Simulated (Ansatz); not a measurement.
# P_Ga in GaP (F-43m): which k-points does the level need?

Aim: the (+2/+1) level of P_Ga in GaP (F-43m) as a function of the k-point sampling, with the cost of each choice. The model is a cell of 72 host atoms with 1 Ga taken out and 1 P put in; the atoms are relaxed once and then held.

Main program and level: Ansatz 0.2.0; plane-wave PAW DFT; relaxations with PBEsol, then single points with PBEsol, on supercells at fixed charge in a uniform background.

### 1. Starting point

The cell holds 72 atoms: 35 Ga and 37 P. Cell: a = 11.538 Å, b = 11.538 Å, c = 15.383 Å, α = 60.0°, β = 60.0°, γ = 60.0°. It derives from GaP (space group F-43m). Nearest the centre at fractional (0.333, 0.667, 0.500): P45 at 0.00 Å, P20 at 2.36 Å, P14 at 2.36 Å, P36 at 2.36 Å, P12 at 2.36 Å, Ga29 at 3.85 Å, Ga5 at 3.85 Å, Ga21 at 3.85 Å. The cell carries charge +2.

As a file:

```xyz
72
Lattice="0.0000 8.1583 8.1583 8.1583 0.0000 8.1583 10.8778 10.8778 0.0000" Properties=species:S:1:pos:R:3 pbc="T T T"
Ga    0.0000    0.0000    0.0000
P     4.0792    4.0792    4.0792
Ga    2.7194    2.7194    0.0000
P     6.7986    6.7986    4.0792
Ga    5.4389    5.4389    0.0000
P     9.5181    9.5181    4.0792
Ga    8.1583    8.1583    0.0000
P    12.2375   12.2375    4.0792
Ga    2.7194    0.0000    2.7194
P     6.7986    4.0792    6.7986
Ga    5.4389    2.7194    2.7194
P     9.5180    6.7986    6.7986
Ga    8.1583    5.4389    2.7194
P    12.2375    9.5181    6.7986
Ga   10.8777    8.1583    2.7194
P    14.9569   12.2375    6.7986
Ga    5.4389    0.0000    5.4389
P     9.5181    4.0792    9.5181
Ga    8.1584    2.7194    5.4389
P    12.2375    6.7986    9.5181
Ga   10.8778    5.4389    5.4389
P    14.9570    9.5181    9.5181
Ga   13.5972    8.1583    5.4389
P    17.6764   12.2375    9.5181
Ga    0.0000    2.7194    2.7194
P     4.0792    6.7986    6.7986
Ga    2.7194    5.4389    2.7194
P     6.7986    9.5180    6.7986
Ga    5.4389    8.1583    2.7194
P     9.5181   12.2375    6.7986
Ga    8.1583   10.8777    2.7194
P    12.2375   14.9569    6.7986
Ga    2.7194    2.7194    5.4388
P     6.7986    6.7986    9.5180
Ga    5.4389    5.4389    5.4388
P     9.5180    9.5180    9.5180
Ga    8.1583    8.1583    5.4388
P    12.2375   12.2375    9.5180
Ga   10.8777   10.8777    5.4388
P    14.9569   14.9569    9.5180
Ga    5.4389    2.7194    8.1583
P     9.5181    6.7986   12.2375
Ga    8.1584    5.4389    8.1583
P    12.2375    9.5180   12.2375
P    10.8778    8.1583    8.1583
P    14.9570   12.2375   12.2375
Ga   13.5972   10.8777    8.1583
P    17.6764   14.9569   12.2375
Ga    0.0000    5.4389    5.4389
P     4.0792    9.5181    9.5181
Ga    2.7194    8.1584    5.4389
P     6.7986   12.2375    9.5181
Ga    5.4389   10.8778    5.4389
P     9.5181   14.9570    9.5181
Ga    8.1583   13.5972    5.4389
P    12.2375   17.6764    9.5181
Ga    2.7194    5.4389    8.1583
P     6.7986    9.5181   12.2375
Ga    5.4389    8.1584    8.1583
P     9.5180   12.2375   12.2375
Ga    8.1583   10.8778    8.1583
P    12.2375   14.9570   12.2375
Ga   10.8777   13.5972    8.1583
P    14.9569   17.6764   12.2375
Ga    5.4389    5.4389   10.8778
P     9.5181    9.5181   14.9570
Ga    8.1584    8.1584   10.8778
P    12.2375   12.2375   14.9570
Ga   10.8778   10.8778   10.8778
P    14.9570   14.9570   14.9570
Ga   13.5972   13.5972   10.8778
P    17.6764   17.6764   14.9570
```

Known beforehand: the electronic dielectric constant, 10.63, and the static one, 12.62, computed on the host (DFPT, PBEsol).

The cell's shortest repeat is 11.5 Å.

### 2. Relaxing both charge states, PBEsol

The study needs fixed structures, so each charge is relaxed once, at one point at (¼, ¼, ¼), from small random displacements that break the symmetry of the site.

qp2.relax/input.yaml

```yaml
crystal:
  lattice:
    - [0.0, 2.71944311, 2.71944311]
    - [2.71944311, 0.0, 2.71944311]
    - [2.71944311, 2.71944311, 0.0]
  atoms:
    - { symbol: Ga, position: [0.0, 0.0, 0.0] }
    - { symbol: P, position: [0.75, 0.75, 0.75] }
  supercell: [3, 3, 4]
  defects: [{ substitution: { at: 44, symbol: P } }]
total_charge: 2
basis:
  ecutwfc: 420
  xc_grid: 2
hamiltonian:
  xc: pbesol
  pseudopotentials: { kind: paw, azcp: { folder: soft_1 }, xc_functional: pbe }
kpoints:
  mp_grid: { grid: [1, 1, 1], shift: [0.25, 0.25, 0.25] }
scf:
  occupations: { method: fixed }
  max_iter: 60
output:
  forces: true
  charged_corrections:
    epsilon: 10.63
    static_epsilon: 12.62
    defect_position: [0.333333, 0.666667, 0.5]
relax:
  f_tol: 0.015
  max_steps: 60
  random_displacement: { amplitude: 0.04, seed: 2224 }
checkpoint:
  write: "../qp2.relax.run"
  compress: false
  write_wavefunctions: true
  write_every: 100000
```

Launch:

```console
$ ansatz run input.yaml --threads 32 --pin off --max-ram 84787MiB --backend cuda --events-out ev --progress --plain --runs-dir out --max-vram 78GiB
```

Numbers of over 12 decimals in the logs are rounded to 6 here.

Output:

```text
[... repeated set-up lines and file paths are left out, and long positions are rounded to six places ...]
Engine: ansatz 0.2.0, aarch64-unknown-linux-gnu
Pseudopotentials: kind: paw
Pseudopotential: Ga, paw, valence charge 13, recommended cutoff 420 eV (normal), soft_1/Ga.paw.azcp
Pseudopotential: P, paw, valence charge 5, recommended cutoff 420 eV (normal), soft_1/P.paw.azcp
Functional definition: PBEsol
  exchange = pbesol_x
  correlation = pbesol_c
[...]
Crystal: 72 atoms, lattice volume = 1448.013 Å³
Basis set: ecut = 420 eV, 28227 PW (Γ), exchange–correlation on 160×160×216 points (8 copies of the dense FFT grid, shifted against one another)
Bands: 391, of which v1, the nominal top of the filled ones, is band 319 counted from 1 (318 counted from 0)
Symmetry: 1 space group operations
k-points: 1
Non-local potential: Ga, projectors of the file, l = 0: 2, l = 1: 2, l = 2: 3, l = 3: 1
Non-local potential: P, projectors of the file, l = 0: 2, l = 1: 2, l = 2: 1
PAW form: soft (Blöchl's): semilocal exchange-correlation on the pseudo side does not see the compensation charge
PAW frozen core: Ga, regenerated for the run's functional, and the local potential with it (the file was generated under x = pbe(κ = 0.804, μ = 0.219515), c = pbe(β = 0.066725))
PAW frozen core: P, regenerated for the run's functional, and the local potential with it (the file was generated under x = pbe(κ = 0.804, μ = 0.219515), c = pbe(β = 0.066725))
PAW one-centre angular grid: Ga, 590 points (default); XC on 64 Gauss nodes
PAW one-centre angular grid: P, 110 points (default); XC on 64 Gauss nodes
Initial density: superposition of atomic densities (chi_scale 0.1, normalization cell, long waves kept (reshape's long-wave potential 0.13 eV rms))
Initial wavefunctions: pseudopotential atomic-orbital guess
[...]
Functional: x = pbesol(κ = 0.804, μ = 0.123457), c = pbesol(β = 0.046)
SCF iter   1: F=—  HF=-158442.394109 eV  |Δ(HF+E_count)|=         —  Δρ=5.14e-2  dr2=3.87e1  Hψ=1193
preconditioner: auto → Resta (q_TF=auto, 2.380 Å⁻¹)  ε∞=4.1  [insulator: Δε(μ)=1.828 eV  Ē_g=13.965 eV  n_scr=338 (ndim 8)  ℏωp=24.6 eV  f_vac=0.000  ε∞_Penn≈4.1]
SCF iter   2: F=—  HF=-158434.618581 eV  |Δ(HF+E_count)|=    7.78e0  Δρ=2.75e-2  dr2=8.41e0  Hψ=549
[...]
SCF iter   9: F=-158432.366522 eV  HF=-158432.366524 eV  |Δ(HF+E_count)|=   1.70e-5  Δρ=1.25e-5  dr2=2.08e-6  Hψ=1369
SCF 1 converged in 9 iterations: F = -158432.366522 eV  dr2 = 2.08e-6
[...]
relax step   1: F+E_penalty+E_count = -158432.36652207 eV  Δ(F+E_penalty+E_count) = +0.000e0 eV  max|allowed force component| = 1.024e0 eV/Å  Δτ_max = 0.0000 Å  (9 SCF iters, dr2 threshold 5.63e-6 eV, accepted)
[...]
relax step   2: F+E_penalty+E_count = -158433.21701351 eV  Δ(F+E_penalty+E_count) = -8.505e-1 eV  max|allowed force component| = 5.409e-1 eV/Å  Δτ_max = 0.0736 Å  (6 SCF iters, dr2 threshold 6.55e-5 eV, accepted)
[...]
relax step   4: F+E_penalty+E_count = -158433.38051143 eV  Δ(F+E_penalty+E_count) = -1.570e-2 eV  max|allowed force component| = 2.052e-2 eV/Å  Δτ_max = 0.0323 Å  (5 SCF iters, dr2 threshold 6.77e-6 eV, accepted)
[...]
relax step   5: F+E_penalty+E_count = -158433.38096328 eV  Δ(F+E_penalty+E_count) = -4.519e-4 eV  max|allowed force component| = 6.153e-3 eV/Å  Δτ_max = 0.0029 Å  (6 SCF iters, accepted)
[...]
NSCF: frozen V_eff on 1 k-points
[...]
SCF converged after 6 iterations
Free energy (F): -158433.380963 eV
Harris-Foulkes:  -158433.380963 eV  (|F-HF|=1.43e-9)
Internal energy: -158433.380963 eV  (E = F + TS)
E sigma→0 (E₀):  -158433.380963 eV
Fermi energy:    6.909232 eV
--- Per-component energies (eV) ---
  E_band       = -2080.495344
  E_kinetic    = 6443.266977
  E_local      = -59220.182515  (includes V_loc(G=0)·N_el)
  E_nonlocal   = -2009.325433
  E_hartree    = 35737.302621
  E_xc         = -4853.716680
  E_vxc        = -4202.209285  (∫ρ·V_xc dr)
  E_paw        = -88439.099379  (= ΣΔE_a)
  E_vpaw       = -14566.644642  (= ΣTr[D̂ρ^β])
  E_aug_tail   = -0.007740  (compensation charges beyond the density's cutoff)
  E_ewald      = -46123.528640
  E_core_change = 31.909826  (= ΣΔE_core)
  E_smearing   = -0.000000  (= −TS)
  E_closure    = -0.000000  (closes the sum)
  E_deformation_potential = 27.030438  (in the stress; not in F)
  Σ components = -158433.380963   (vs F -158433.380963, Δ=0.00e0)
--- Forces (eV/Å), atoms counted from 1 ---
  atom   1  Ga    -0.00061894     0.00216657    -0.00036728
  atom   2  P     -0.00049364     0.00191885     0.00036242
  [... 2 atoms left out ...]
  atom   5  Ga     0.00172550    -0.00042362    -0.00293109
  [... 1 atom left out ...]
  [... 66 more lines of this table ...]
  max |Σ_I F_I| component: 9.78e-6 eV/Å
--- Charged-cell corrections in eV (Makov–Payne, q = +2.000 e, ε = 12.620) ---
  F (periodic)     = -158433.380963  (uncorrected; the corrections below are reported, never added to it)
  E_corr1          = +0.573329  (monopole, q²α_M/2εL)
  F Makov-Payne    = -158432.807634  (F + E_corr1; no measured alignment; for a localised charge, not one spread in a band: unchecked)
  no potential alignment in this run, which stands beside a crystal: run the host's input off ansatz write-host-input, and read the two finished runs by ansatz place-levels (neither reads a slab, a wire or a sheet, whose cell leaves a vacuum)
--- Band table (eV) ---
  k-point 0: bands = ["-7.7555", "-7.7067", "-7.7029", "-7.7026", "-7.6981", "-7.6959", "-7.6950", "-7.6916", "-7.6766", "-7.6740", [... rest cut ...]
--- Relaxed structure (5 steps of the walk, 5 accepted, 0 SCFs on fresh bases) ---
  F+E_penalty+E_count = -158433.38096328 eV   max|allowed force component| = 6.153e-3 eV/Å
  atoms:
    - { symbol: Ga, position: [7.113939679197689e-5, 0.000131, 8.333154524675843e-5] }
    - { symbol: P, position: [0.249324, 0.247663, 0.190096] }
    [... 2 atoms left out ...]
    - { symbol: Ga, position: [-0.003740, -0.002512, 0.502740] }
    [... 1 atom left out ...]
  [... 66 more lines of this table ...]
```

Elapsed: 4.6 s, on 1 × NVIDIA GB200 with 32 threads of Arm Neoverse V2, shared host; peak memory 1.8 GiB; 15 s of CPU time.

Step by step:

```csv
step,energy less that of the first step (eV),largest force component (eV/Å)
1,0.0000,1.0239
2,-0.8505,0.5409
3,-0.9983,0.2110
4,-1.0140,0.0205
5,-1.0144,0.0062
```

The atoms that moved most (Å, from the sites as typed, ahead of the random displacement, the mean shift of all atoms taken out):

```csv
atom,dx,dy,dz,length
P14,-0.068,-0.068,0.072,0.120
P12,0.054,0.053,0.070,0.103
P20,-0.057,0.057,-0.051,0.095
P36,0.056,-0.056,-0.051,0.095
Ga43,-0.010,-0.010,0.066,0.068
Ga29,0.018,0.064,0.011,0.067
Ga69,0.063,0.017,0.010,0.066
Ga21,0.056,-0.010,-0.016,0.059
```

Neighbours of P45 at the end:

```
atom  distance (Å)
 P14         2.227
 P12         2.260
 P20         2.261
 P36         2.261
Ga39         3.846
Ga23         3.846
Ga67         3.855
 Ga5         3.856
Ga27         3.856
Ga61         3.857
Ga69         3.861
Ga29         3.862
Ga37         3.867
Ga47         3.867
Ga21         3.869
Ga43         3.870
```

```
charge  moment set (μB)  steps  largest displacement (Å)   time
    +1                1      6                      0.12  6.2 s
    +2                0      5                      0.12  4.6 s
```

The relaxation ends 14 meV an atom lower than the displaced start, with a largest force component of 0.0062 eV/Å.

### 3. First setting: the zone centre alone

The defect state overlaps with its images and forms a narrow band, so the k-points decide which part of that band enters the energy. A point off the zone centre usually averages it better, but needs complex orbitals and more time.

qp2.kg/input.yaml

```yaml
crystal:
  checkpoint: "../qp2.relax.run"
  host: checkpoint
total_charge: 2
basis:
  ecutwfc: 420
  xc_grid: 2
hamiltonian:
  xc: pbesol
  pseudopotentials: { kind: paw, azcp: { folder: soft_1 }, xc_functional: pbe }
kpoints:
  mp_grid: { grid: [1, 1, 1] }
scf:
  occupations: { method: fixed }
  max_iter: 60
output:
  forces: true
  charged_corrections:
    epsilon: 10.63
    static_epsilon: 12.62
    defect_position: [0.333333, 0.666667, 0.5]
  eigenvalues: true
checkpoint:
  read: "../qp2.relax.run"
  write: "../qp2.kg.run"
  compress: false
  write_wavefunctions: false
  write_every: 100000
```

Output:

```text
[...]
crystal.checkpoint: the structure is that of <dir>, a `relax` run, at its step 5: its result, under pbesol at a charge of 2 e; 72 atoms read, 0 with a starting moment; crystal.structure_sha256 for this input is
[...]
device memory: the entry about to start is reckoned to put 4.4 GiB on a device that reports 170.1 GiB free (of which the cap on the GPU budget leaves the run 78.0 GiB)
GPU FFT provider: cuFFT
GPU libraries: cuBLAS 13.8.1, cuFFT 12.4.0, cuSOLVER 12.3.2
GPU matrix products: emulated (plane waves: as basis.precision tells), large ones in fixed point in workspaces of 1.00 GiB
Crystal: 72 atoms, lattice volume = 1448.013 Å³
Basis set: ecut = 420 eV, 28227 PW (Γ), exchange–correlation on 160×160×216 points (8 copies of the dense FFT grid, shifted against one another)
Bands: 391, of which v1, the nominal top of the filled ones, is band 319 counted from 1 (318 counted from 0)
[... 1 set-up line as in the run before ...]
[...]
k-points: 1
[...]
Stability of the state it starts from, as read at its close in the unpolarized treatment: not read negative (Ritz values of 1 − χ₀K, real part plus size of imaginary part, from 1.1 to 1.4, by its mixing steps under no symmetry)
[...]
GPU buffer pool allocated for 691200 grid points (all kernels)
GPU transforms: local potential and band sums: pruned to the plane-wave sphere, on 80×80×108
[...]
iter 1 solved again at ethr=4.24e-5 eV; its pass at ethr=3.10e-3 eV (dr2=2.70e-1 eV) is discarded
[...]
SCF iter   9: F=-158425.776069 eV  HF=-158425.776069 eV  |Δ(HF+E_count)|=   3.22e-8  Δρ=1.06e-6  dr2=1.46e-8  Hψ=1352
SCF 1 converged in 9 iterations: F = -158425.776069 eV  dr2 = 1.46e-8
[...]
SCF converged after 9 iterations
Free energy (F): -158425.776069 eV
[...]
Internal energy: -158425.776069 eV  (E = F + TS)
E sigma→0 (E₀):  -158425.776069 eV
Fermi energy:    7.105774 eV
[...]
--- Forces (eV/Å), atoms counted from 1 ---
  atom   1  Ga     0.02143920     0.01514023    -0.00080475
  atom   2  P     -0.01880654     0.00346428    -0.03491567
  [... 2 atoms left out ...]
  atom   5  Ga     0.05843806    -0.00932057    -0.00418661
  [... 1 atom left out ...]
  [... 66 more lines of this table ...]
  max |Σ_I F_I| component: 4.55e-5 eV/Å
--- Charged-cell corrections in eV (Makov–Payne, q = +2.000 e, ε = 10.630 of the electrons, 12.620 with the ions) ---
[...]
E_corr1          = +0.680660  (monopole, q²α_M/2εL)
  F Makov-Payne    = n/a  (the rows are of the electrons' constant alone; ansatz place-levels tells what screens the charge)
[...]
--- Band table (eV) ---
[...]
```

The job ended after 2.1 s (1 × NVIDIA GB200 with 32 threads; peak memory 1.4 GiB; 4.4 s of CPU time).

Reading the cycles: dr2 is the Hartree energy of the density residual (eV), the measure of convergence; HF is the Harris–Foulkes estimate of the energy, which meets the free energy F at convergence.

Both charges and the host at this setting go to place-levels, which corrects for the image charge and aligns the potentials.

levels.kg.yaml

```yaml
host:
  run: host.kg.run
states: [qp1_M1.kg.run, qp2.kg.run]
geometry_from:
  qp1_M1.kg.run: qp1_M1.relax.run
  qp2.kg.run: qp2.relax.run
  host.kg.run: host.relax.run
chemical_potentials:
  Ga:
    energy: -3743.205341
    dataset: <sha256 of the dataset>
  P:
    energy: -740.035429
    dataset: "<sha256 of the dataset>"
```

Launch:

```console
$ ansatz place-levels levels.kg.yaml -- --threads 32 --pin off --max-ram 84787MiB
```

Output:

```text
(+2/+1) 0.040 eV above the valence edge, 1.355 eV under the conduction edge
formation energy of charge +2: +1.563 eV with the Fermi level at the valence edge
formation energy of charge +1: +1.603 eV with the Fermi level at the valence edge
  edges by pbesol, gap 1.395 eV; the host is sampled to repeats of 11.54 Å
  the defect's cells are sampled to repeats of 11.54 Å, like sampling
  charge +2: -158425.2452 eV with its correction of +0.531 eV, at epsilon 12.62, aligned at sites: -0.0212 eV, mean over 37 atomic sites at or beyond 5.77 Å from the host's site at [0.3332, 0.6666, 0.5003] by the defect at [0.3333, 0.6667, 0.5000], with [...]
[...]
of states[1] (qp2.kg.run): how wide its charge is, is not read beside other atoms or cores, and a band state would take no correction. [...]
  of states[0] (qp1_M1.kg.run): how wide its charge is, is not read beside other atoms or cores, and a band state would take no correction. [...]
```

The job ended after 0.18 s (32 threads).

At this setting the gap is 1.395 eV and (+2/+1) lies 0.040 eV above the valence top.

### 4. The other settings

In the defect's inputs only the studied keys change. One input of each further setting:

qp2.kq/input.yaml, as its differences from qp2.kg/input.yaml of step 3:

```diff
@@ -11,3 +11,3 @@
 kpoints:
-  mp_grid: { grid: [1, 1, 1] }
+  mp_grid: { grid: [1, 1, 1], shift: [0.25, 0.25, 0.25] }
 scf:
@@ -24,3 +24,3 @@
   read: "../qp2.relax.run"
-  write: "../qp2.kg.run"
+  write: "../qp2.kq.run"
   compress: false
```

qp2.km0/input.yaml, as its differences from qp2.kq/input.yaml of step 4:

```diff
@@ -11,3 +11,3 @@
 kpoints:
-  mp_grid: { grid: [1, 1, 1], shift: [0.25, 0.25, 0.25] }
+  mp_grid: { grid: [2, 2, 2] }
 scf:
@@ -24,3 +24,3 @@
   read: "../qp2.relax.run"
-  write: "../qp2.kq.run"
+  write: "../qp2.km0.run"
   compress: false
```

qp2.kms/input.yaml, as its differences from qp2.km0/input.yaml of step 4:

```diff
@@ -11,3 +11,3 @@
 kpoints:
-  mp_grid: { grid: [2, 2, 2] }
+  mp_grid: { grid: [2, 2, 2], shift: [0.5, 0.5, 0.5] }
 scf:
@@ -24,3 +24,3 @@
   read: "../qp2.relax.run"
-  write: "../qp2.km0.run"
+  write: "../qp2.kms.run"
   compress: false
```

qp2.km3/input.yaml, as its differences from qp2.kms/input.yaml of step 4:

```diff
@@ -11,3 +11,3 @@
 kpoints:
-  mp_grid: { grid: [2, 2, 2], shift: [0.5, 0.5, 0.5] }
+  mp_grid: { grid: [3, 3, 3] }
 scf:
@@ -24,3 +24,3 @@
   read: "../qp2.relax.run"
-  write: "../qp2.kms.run"
+  write: "../qp2.km3.run"
   compress: false
```

qp2.km4/input.yaml, as its differences from qp2.km3/input.yaml of step 4:

```diff
@@ -11,3 +11,3 @@
 kpoints:
-  mp_grid: { grid: [3, 3, 3] }
+  mp_grid: { grid: [4, 4, 4], shift: [0.5, 0.5, 0.5] }
 scf:
@@ -24,3 +24,3 @@
   read: "../qp2.relax.run"
-  write: "../qp2.km3.run"
+  write: "../qp2.km4.run"
   compress: false
```

### 5. Result against cost

Times of the states on 1 × NVIDIA GB200 with 32 threads of Arm Neoverse V2, shared host; the host is run again at each setting, small cells on the processor where the program's card isn't needed:

| k-point sampling | gap (eV) | (+2/+1) above the valence top (eV) | under the conduction bottom (eV) | level less that at a 4×4×4 shifted mesh (meV) | time, both charge states | time, host and placing | peak memory of a state (GiB) |
| --- | --- | --- | --- | --- | --- | --- | --- |
| the zone centre alone | 1.395 | 0.040 | 1.355 | -457 | 5 s | 82 s | 1.5 |
| one point at (¼, ¼, ¼) * | 1.430 | 0.321 | 1.109 | -176 | 4.7 s | 70 s | 1.8 |
| a 2×2×2 Γ-centred mesh | 1.435 | 0.428 | 1.008 | -69 | 7.3 s | 83 s | 1.9 |
| a 2×2×2 shifted mesh | 1.441 | 0.515 | 0.925 | 19 | 7.1 s | 83 s | 1.9 |
| a 3×3×3 Γ-centred mesh | 1.438 | 0.493 | 0.946 | -4 | 16 s | 90 s | 2.2 |
| a 4×4×4 shifted mesh | 1.439 | 0.497 | 0.942 | 0 | 32 s | 97 s | 2.5 |

* started from the relaxation's converged state in the same settings, so its time is no fair cost.

### 6. Outcome

```yaml
plus_2_plus_1_level_the_zone_centre_alone: 0.04 eV
plus_2_plus_1_level_one_point_at: 0.32 eV
plus_2_plus_1_level_a_2x2x2_gamma_centred_mesh: 0.43 eV
plus_2_plus_1_level_a_2x2x2_shifted_mesh: 0.52 eV
plus_2_plus_1_level_a_3x3x3_gamma_centred_mesh: 0.49 eV
plus_2_plus_1_level_a_4x4x4_shifted_mesh: 0.50 eV
```

What this shows: Over the settings in the table the level spans 0.475 eV; a 2×2×2 shifted mesh and a 3×3×3 Γ-centred mesh lie within 0.02 eV of the reference (a 4×4×4 shifted mesh, 0.50 eV). The largest miss of the level above the valence top is 457 meV, with the zone centre alone. In a reference run the bands overlap at the filling edge, so the reference itself is in doubt. Only the charges +1 and +2 were run, each from one start, so (+2/+1) need not be a change between stable states. With nearly degenerate levels at the filling edge in most or all rows, agreement between settings doesn't show that the state itself is settled. At a 2×2×2 Γ-centred mesh, a 2×2×2 shifted mesh, a 3×3×3 Γ-centred mesh and a 4×4×4 shifted mesh a state has next to no gap at its filling edge, or overlapping levels, which makes the level less certain. What this leaves open: PBEsol makes the gap too small and tends to spread out bound carriers; force components of up to 0.27 eV/Å remain in a run at the final settings.

[Logs are printed without paths, hosts, clocks, repeated set-up lines and the standing remarks that a program may print on its own settings, such as how far it seeks lower states.]

[Hosts, paths, dates, database ids (printed as entryN), source tags and the programs' standing remarks are cut or masked in the printed files.]

[Where a table of states has a column of steps, it counts the stored structures, which are thinned; the runs took as many ionic steps or more.]

[For some hosts the program warned that the k-mesh of the response run may be too coarse for force constants and the static dielectric constant; such warnings are not shown here.]
